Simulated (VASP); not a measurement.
Here is a VASP 6.6.1 calculation.

Contents of INCAR:

```
PREC     = Accurate       # precision mode
ENCUT    = 600            # plane-wave cutoff, eV
EDIFF    = 1E-7           # SCF threshold, eV
ISMEAR   = 0              # smearing method
SIGMA    = 0.03           # smearing width, eV
LREAL    = False          # projectors in reciprocal space
LASPH    = True           # aspherical terms in the spheres
NELM     = 80             # most SCF steps
ALGO     = Normal         # electronic algorithm
ISIF     = 3              # what is computed and relaxed
LWAVE    = False          # write WAVECAR
LCHARG   = False          # write CHGCAR
GGA      = PE             # functional
IBRION   = 2              # ionic algorithm
NSW      = 90             # ionic steps
EDIFFG   = -0.005         # ionic threshold
KPAR     = 4
```

KPOINTS

```
regular mesh
0
Gamma
  6 6 6
```

The input POSCAR:

```
HfO2                                    
1.0
    5.1385688622      0.0000000000     -0.0162253086
    0.0000000000      5.1903901684      0.0000000000
   -0.8787123197      0.0000000000      5.2478846373
  Hf              O             
     4     8
Direct
     0.2758664805592743    0.0426312033992292    0.2079179323316424
     0.7241335194407258    0.5426312033992294    0.2920820676683577
     0.7241335194407258    0.9573687966007706    0.7920820676683575
     0.2758664805592743    0.4573687966007706    0.7079179323316425
     0.4490130411580007    0.7573671380295693    0.4774046861000567
     0.5509869588419992    0.2573671380295696    0.0225953138999432
     0.5509869588419992    0.2426328619704305    0.5225953138999431
     0.4490130411580007    0.7426328619704307    0.9774046861000569
     0.0676668379981065    0.3297082224903846    0.3473261301962670
     0.9323331620018936    0.8297082224903847    0.1526738698037330
     0.9323331620018936    0.6702917775096153    0.6526738698037331
     0.0676668379981065    0.1702917775096154    0.8473261301962669
```

Potentials or basis: VASP PAW PBE potentials, release 64 (Hf_pv, O).

Command:

```sh
$ cat potpaw_PBE.64/Hf_pv/POTCAR potpaw_PBE.64/O/POTCAR > POTCAR
$ mpirun -np 4 vasp_std > vasp.out
```

**Question.** Predict the relaxed volume.

**Answer.** 11.66 Å³/atom.

**Question.** What does it give for the relaxed cell?

**Answer.** a = 5.138 Å, b = 5.189 Å, c = 5.322 Å, α = 90.00°, β = 99.67°, γ = 90.00°.

**Question.** What does it give for the band gap on the k mesh?

**Answer.** 4.03 eV, indirect (least direct gap 4.11 eV).

**Question.** Estimate the space group after relaxing (to 0.05 Å).

**Answer.** P2_1/c (No. 14).

Final structure:
```
Hf O
1.0
     5.13791    0.00000   -0.01580
     0.00000    5.18927    0.00000
    -0.87816    0.00000    5.24886
Hf O
4 8
Direct
  0.27591 0.04268 0.20789
  0.72409 0.54268 0.29211
  0.72409 0.95732 0.79211
  0.27591 0.45732 0.70789
  0.44890 0.75730 0.47750
  0.55110 0.25730 0.02250
  0.55110 0.24270 0.52250
  0.44890 0.74270 0.97750
  0.06763 0.32969 0.34738
  0.93237 0.82969 0.15262
  0.93237 0.67031 0.65262
  0.06763 0.17031 0.84738
```

Caveat: spin-orbit coupling is left out, which moves the levels of the heavy elements. A k mesh can miss the band edges.
